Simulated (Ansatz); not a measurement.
AlO:

```xyz
2
Lattice="2.7692 0.0000 0.0000 0.0000 2.7692 0.0000 0.0000 0.0000 2.7692" Properties=species:S:1:pos:R:3 pbc="T T T"
Al    1.3846    1.3846    1.3846
O     0.0000    0.0000    0.0000
```

The cell was built by a generator and needn't be a form met in nature.

Program: Ansatz 0.2.0. Alike in all runs: potentials or basis Ansatz PAW; no spin polarisation; cell as given; k mesh 5 × 5 × 5; smearing fermi-dirac 0.05 eV; the mesh is coarse, so values aren't converged.

Problem. Order these runs on this cell by their pressure, lowest first.
A. level B3LYP; cutoff (eV) 420
B. level PBEsol0; cutoff (eV) 420
C. level HSE06; cutoff (eV) 420; points for each segment of the path 4
D. level r2SCAN50; cutoff (eV) 500

Solution. D (-11.7 GPa), B (-9.1 GPa), C (-6.0 GPa), A (-1.5 GPa).

Caveats: all runs use coarse meshes; an odd number of electrons without spin polarisation forces a metal; a magnetic or distorted state may lie lower; the PAW data sets come from PBE, with cores solved anew for the run's functional, which leaves a small shift of forces and pressure; the thresholds are loose for stress.
